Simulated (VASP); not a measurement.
# PtSe2 (P-3m1) in VASP: a series of runs

The runs below take PtSe2 through relaxation of cell and atoms, with PBE+D3(BJ).

Program: VASP 6.6.1. These are calculated values, not measurements. Logs are shortened: lines on timing, memory, paths and dates and some standing lists are left out, and cuts for length are marked.

## 1. The structure

It takes space group P-3m1 (No. 164, trigonal). The conventional cell has a = 3.724 Å, b = 3.724 Å, c = 5.062 Å, α = 90.00°, β = 90.00°, γ = 120.00°. Pt (site symmetry -3m) has 6 Se at 2.49 Å as nearest neighbours. Around Se (site symmetry 3m) lie 3 Pt at 2.49 Å.

## 2. Relaxation of cell and atoms, PBE+D3(BJ)

INCAR

```
SYSTEM = PtSe2
PREC = Accurate
ENCUT = 700
EDIFF = 1E-7
ISMEAR = 0
SIGMA = 0.02
LREAL = .FALSE.
LASPH = .TRUE.
NELM = 100
ALGO = Normal
ISIF = 3
LWAVE = .FALSE.
LCHARG = .FALSE.
GGA = PE
IVDW = 12
IBRION = 2
NSW = 80
EDIFFG = -0.002
KPAR = 4
```

KPOINTS

```
regular mesh
0
G
  9 9 6
  0 0 0
```

POSCAR

```
PtSe2
1.0
    3.7240000000      0.0000000000      0.0000000000
   -1.8620000000      3.2250786000      0.0000000000
    0.0000000000      0.0000000000      5.0620000000
Pt Se
1 2
Direct
    0.0000000000      0.0000000000      0.0000000000
    0.3333333300      0.6666666700      0.2500000000
    0.6666666700      0.3333333300      0.7500000000
```

Potentials or basis: VASP PAW PBE potentials, release 64 (Pt, Se).

Launch:

```
cat potpaw_PBE.64/Pt/POTCAR potpaw_PBE.64/Se/POTCAR > POTCAR
mpirun -np 4 vasp_std > vasp.out
```

OUTCAR:

```text
SYSTEM = PtSe2
   PREC = Accurate
   ENCUT = 700
   EDIFF = 1E-7
   ISMEAR = 0
   LREAL = .FALSE.
   LASPH = .TRUE.
   NELM = 100
   ISIF = 3
   GGA = PE
   IVDW = 12
   IBRION = 2
   NSW = 80
   EDIFFG = -0.002
 IVDW          = 12

 ion  position               nearest neighbor table
   1  0.000  0.000  0.000-   2 2.49   3 2.49   2 2.49   3 2.49   3 2.49   2 2.49
   2  0.333  0.667  0.250-   1 2.49   1 2.49   1 2.49
   3  0.667  0.333  0.750-   1 2.49   1 2.49   1 2.49

  LATTYP: Found a hexagonal cell.
 ALAT       =     3.7240000000
 C/A-ratio  =     1.3592910849

  Lattice vectors:

 A1 = (   3.7240000000,   0.0000000000,   0.0000000000)
 A2 = (  -1.8620000000,   3.2250786000,   0.0000000000)
 A3 = (   0.0000000000,   0.0000000000,   5.0620000000)

Analysis of symmetry for initial positions (statically):
=====================================================================
 Subroutine PRICEL returns:
 Original cell was already a primitive cell.

 Routine SETGRP: Setting up the symmetry group for a
 hexagonal supercell.

 Subroutine GETGRP returns: Found 12 space group operations
 (whereof 12 operations were pure point group operations)
 out of a pool of 24 trial point group operations.

The static configuration has the point symmetry D_3d.

Analysis of symmetry for dynamics (positions and initial velocities):
=====================================================================
 Subroutine PRICEL returns:
 Original cell was already a primitive cell.

 Routine SETGRP: Setting up the symmetry group for a
 hexagonal supercell.

 Subroutine GETGRP returns: Found 12 space group operations
 (whereof 12 operations were pure point group operations)
 out of a pool of 24 trial point group operations.

The dynamic configuration has the point symmetry D_3d.

 Subroutine INISYM returns: Found 12 space group operations
 (whereof 12 operations are pure point group operations),
 and found     1 'primitive' translations

----------------------------------------------------------------------------------------

                                     Primitive cell

  volume of cell :      60.7956

  direct lattice vectors                    reciprocal lattice vectors
     3.724000000  0.000000000  0.000000000     0.268528464  0.155034981  0.000000000
    -1.862000000  3.225078600  0.000000000     0.000000000  0.310069962  0.000000000
     0.000000000  0.000000000  5.062000000     0.000000000  0.000000000  0.197550375

  length of vectors
     3.724000000  3.723999997  5.062000000     0.310069962  0.310069962  0.197550375

  position of ions in fractional coordinates (direct lattice)
     0.000000000  0.000000000  0.000000000
     0.333333330  0.666666670  0.250000000
     0.666666670  0.333333330  0.750000000

  ion indices of the primitive-cell ions
   primitive index   ion index
                 1           1
                 2           2
                 3           3

----------------------------------------------------------------------------------------

 KPOINTS: regular mesh

Automatic generation of k-mesh.
 Grid dimensions read from file:
 generate k-points for:    9    9    6

 Generating k-lattice:

  Cartesian coordinates                     Fractional coordinates (reciprocal lattice)
     0.029836496  0.017226109  0.000000000     0.111111111  0.000000000  0.000000000
     0.000000000  0.034452218  0.000000000     0.000000000  0.111111111  0.000000000
     0.000000000  0.000000000  0.032925063     0.000000000  0.000000000  0.166666667

  Length of vectors
     0.034452218  0.034452218  0.032925063

  Shift w.r.t. Gamma in fractional coordinates (k-lattice)
     0.000000000  0.000000000  0.000000000

 Subroutine IBZKPT returns following result:
 ===========================================

 Found     62 irreducible k-points:

 Following reciprocal coordinates:
            Coordinates               Weight
  0.000000  0.000000  0.000000      1.000000
  0.111111  0.000000  0.000000      6.000000
  0.222222  0.000000  0.000000      6.000000
  0.333333 -0.000000  0.000000      6.000000
  0.444444  0.000000  0.000000      6.000000
  0.111111  0.111111  0.000000      6.000000
[... 16 lines left out ...]
  0.222222  0.111111  0.166667     12.000000
 -0.111111  0.333333  0.166667     12.000000
 [... further k-points ...]
   k-points           NKPTS =     62   k-points in BZ     NKDIM =     62   number of bands    NBANDS=     15
   number of dos      NEDOS =    301   number of ions     NIONS =      3
   total plane-waves  NPLWV =  49152
   dimension x,y,z NGX =    32 NGY =   32 NGZ =   48
   dimension x,y,z NGXF=    64 NGYF=   64 NGZF=   96
   ions per type =               1   2
   NGX,Y,Z   is equivalent  to a cutoff of  14.29, 14.29, 15.76 a.u.
   NGXF,Y,Z  is equivalent  to a cutoff of  28.57, 28.57, 31.53 a.u.
 SYSTEM =  PtSe2
   PREC   = accura    normal or accurate (medium, high low for compatibility)
   ISTART =      0    job   : 0-new  1-cont  2-samecut
   ICHARG =      2    charge: 1-file 2-atom 10-const
   ISPIN  =      1    spin polarized calculation?
   LNONCOLLINEAR =      F non collinear calculations
   LSORBIT =      F    spin-orbit coupling
   LASPH  =      T    aspherical Exc in radial PAW
   ENCUT  =  700.0 eV  51.45 Ry    7.17 a.u.   8.03  8.03 10.92*2*pi/ulx,y,z
   NELM   =    100;   NELMIN=  2; NELMDL= -5     # of ELM steps
   EDIFF  = 0.1E-06   stopping-criterion for ELM
   LREAL  =      F    real-space projection
   EDIFFG = -.2E-02   stopping-criterion for IOM
   NSW    =     80    number of steps for IOM
   IBRION =      2    ionic relax: 0-MD 1-quasi-New 2-CG
   NFREE  =      1    steps in history (QN), initial steepest desc. (CG)
   ISIF   =      3    stress and relaxation
   ISYM   =      2    0-nonsym 1-usesym 2-fastsym
   POTIM  = 0.5000    time-step for ionic-motion
   TEBEG  =    0.0;   TEEND  =   0.0 temperature during run
   PSTRESS=    0.0 pullay stress
   NELECT =      22.0000    total number of electrons
   NUPDOWN=      -1.0000    fix difference up-down
   EMIN   =  10.00;   EMAX   =-10.00  energy-range for DOS
   EFERMI =   0.00;   METHOD = LEGACY
   ISMEAR =     0;   SIGMA  =   0.02  broadening in eV -4-tet -1-fermi 0-gaus
   EFERMI_NEDOS =   21; number of points for ismear=-14 and -15
   IALGO  =     38    algorithm
   IMIX   =      4    mixing-type and parameters
     AMIX     =   0.40;   BMIX     =  1.00
     AMIX_MAG =   1.60;   BMIX_MAG =  1.00
  volume/ion in A,a.u.               =      20.27       136.76
  Fermi-wavevector in a.u.,A,eV,Ry     =   1.166608  2.204570 18.517184  1.360975
  Thomas-Fermi vector in A             =   2.303119
   LORBIT       =      0    0 simple, 1 ext, 2 COOP (PROOUT), +10 PAW based schemes
   GGA     = PE    functional components
   LHFCALC =     F    Hartree Fock is set to
   AEXX    =    0.0000 exact exchange contribution
   IVDW    =    12    specifies the selected vdW correction
   LEPSILON=     F    determine dielectric tensor
   LRPA    =     F    only Hartree local field effects (RPA)
 conjugate gradient relaxation of ions
 non-spin polarized calculation
 Gauss-broadening in eV      SIGMA  =   0.02
  energy-cutoff  :      700.00
  volume of cell :       60.80
 maximum number of plane-waves:      2584
   NGX = 17   NGY = 17   NGZ = 21

--------------------------------------- Ionic step        1  -------------------------------------------

 number of electron      21.9999999 magnetization

 Free energy of the ion-electron system (eV)
  ---------------------------------------------------
  ext. energy  EPLUGINS =         0.00000000
  ---------------------------------------------------
  free energy    TOTEN  =       -14.18573320 eV

  energy without entropy =      -14.18557654  energy(sigma->0) =      -14.18565487

------------------------ aborting loop because EDIFF is reached ----------------------------------------

 Edisp (eV)   -1.43094

 E8    (eV) :    -0.6140

  FORCE on cell =-STRESS in cart. coord.  units (eV):
  Direction    XX          YY          ZZ          XY          YZ          ZX
  --------------------------------------------------------------------------------------
  -------------------------------------------------------------------------------------
  Total       1.57773     1.57773     0.80572     0.00000     0.00000     0.00000
  in kB      41.57866    41.57866    21.23342     0.00000     0.00000     0.00000
  external pressure =       34.80 kB  Pullay stress =        0.00 kB
[... 100 lines left out ...]
  FREE ENERGIE OF THE ION-ELECTRON SYSTEM (eV)
  ---------------------------------------------------
  free  energy   TOTEN  =       -15.6407044237 eV

  energy  without entropy=      -15.6405649143  energy(sigma->0) =      -15.64063467

[... ionic steps 4 to 12 ...]

--------------------------------------- Ionic step       13  -------------------------------------------

 number of electron      21.9999999 magnetization

------------------------ aborting loop because EDIFF is reached ----------------------------------------

 Edisp (eV)   -1.47032

 E8    (eV) :    -0.6317
[... 71 lines left out ...]
  energy  without entropy=      -15.6657490793  energy(sigma->0) =      -15.66590418

--------------------------------------- Ionic step       15  -------------------------------------------

 number of electron      21.9999999 magnetization

 Free energy of the ion-electron system (eV)
  ---------------------------------------------------
  ext. energy  EPLUGINS =         0.00000000
  ---------------------------------------------------
  free energy    TOTEN  =       -14.19538546 eV

  energy without entropy =      -14.19507584  energy(sigma->0) =      -14.19523065

 E-fermi :   6.7350     XC(G=0): -10.8253

 val. band max:        6.6849892355   @ k =   0.3333   0.3333   0.0000
 cond. band min:       6.7395062663   @ k =  -0.1111   0.4444   0.1667
 fundamental gap:      0.0545170307
 Fermi energy:         6.7349811373

 k-point     1 :       0.0000    0.0000    0.0000
  band No.  band energies     occupation
      1      -8.9503      2.00000
      2      -5.8560      2.00000
      3      -0.4031      2.00000
      4       0.4933      2.00000
      5       0.4933      2.00000
      6       2.9251      2.00000
      7       2.9251      2.00000
      8       4.2384      2.00000
      9       5.7151      2.00000
     10       5.7151      2.00000
     11       7.5007      0.00000
     12       7.7843      0.00000
     13       7.7843      0.00000
     14      10.0822      0.00000
     15      10.8283      0.00000
[... 397 lines left out ...]
 k-point    24 :      -0.1111    0.3333    0.1667
  band No.  band energies     occupation
      1      -8.0194      2.00000
      2      -6.4003      2.00000
      3       0.1315      2.00000
      4       0.7968      2.00000
      5       1.1097      2.00000
      6       1.7877      2.00000
      7       2.5249      2.00000
      8       3.3705      2.00000
      9       4.3798      2.00000
     10       4.7873      2.00000
     11       6.2565      2.00000
     12       7.0607      0.00000
     13       8.1069      0.00000
     14      11.3587      0.00000
     15      12.9314      0.00000

 [... further k-points ...]

------------------------ aborting loop because EDIFF is reached ----------------------------------------

 Edisp (eV)   -1.47068

 E8    (eV) :    -0.6319

  FORCE on cell =-STRESS in cart. coord.  units (eV):
  Direction    XX          YY          ZZ          XY          YZ          ZX
  --------------------------------------------------------------------------------------
  -------------------------------------------------------------------------------------
  Total       0.00175     0.00175    -0.00477     0.00000     0.00000     0.00000
  in kB       0.04723     0.04723    -0.12862     0.00000     0.00000     0.00000
  external pressure =       -0.01 kB  Pullay stress =        0.00 kB
[... 18 lines left out ...]
  FREE ENERGIE OF THE ION-ELECTRON SYSTEM (eV)
  ---------------------------------------------------
  free  energy   TOTEN  =       -15.6660664318 eV

  energy  without entropy=      -15.6657568187  energy(sigma->0) =      -15.66591163

 reached required accuracy - stopping structural energy minimisation
```

Run time: 4.3 min. Hardware: 4 MPI ranks of AMD EPYC 7R13 (Zen 3), shared host; peak memory 0.28 GiB.

Results:

* Free energy: -15.6661 eV
* Relaxed volume: 19.79 Å³/atom
* Relaxed cell: a = 3.770 Å, b = 3.770 Å, c = 4.826 Å, α = 90.00°, β = 90.00°, γ = 120.00°
* Space group after relaxing (to 0.05 Å): P-3m1 (No. 164)
* Energy gained by relaxing: 16.5 meV/atom
* Ionic steps: 15
* Pressure after relaxing: 0.0 GPa
* Band gap on the k mesh: none (metal or under the smearing width)
* Dispersion energy per atom: -0.490 eV

Step by step:
| step | energy change (eV) | largest force (eV/Å) | pressure (GPa) | volume (Å³) |
| --- | --- | --- | --- | --- |
| 1 | 0.0000 | 0.6172 | 3.48 | 60.80 |
| 2 | 0.0314 | 0.3962 | -5.85 | 64.75 |
| 3 | -0.0240 | 0.1825 | -0.59 | 62.31 |
| 4 | -0.0240 | 0.1905 | -0.51 | 62.28 |
| 5 | -0.0293 | 0.1608 | -0.44 | 61.90 |
| 6 | -0.0410 | 0.0666 | -0.11 | 60.76 |
| 7 | -0.0415 | 0.1534 | 0.95 | 58.52 |
| 8 | -0.0456 | 0.0176 | 0.35 | 59.71 |
| 9 | -0.0467 | 0.1417 | -1.26 | 59.94 |
| 10 | -0.0478 | 0.0913 | -0.60 | 59.85 |
| 11 | -0.0493 | 0.0184 | 0.09 | 59.28 |
| 12 | -0.0494 | 0.0021 | -0.04 | 59.39 |
| 13 | -0.0494 | 0.0038 | -0.05 | 59.40 |
| 14 | -0.0494 | 0.0030 | 0.07 | 59.37 |
| 15 | -0.0494 | 0.0005 | 0.00 | 59.38 |

Final structure:
```
Pt Se
1.0
     3.76953    0.00000    0.00000
    -1.88477    3.26451    0.00000
     0.00000    0.00000    4.82577
Pt Se
1 2
Cartesian
  0.0000 0.0000 0.0000
  0.0000 2.1763 1.2823
  1.8848 1.0882 3.5434
```

Caveat: pairwise dispersion overbinds metals, which lowers pressure and volume. The run has no spin-orbit coupling, so splittings on Pt are missing.

[end of part 1 of 2]
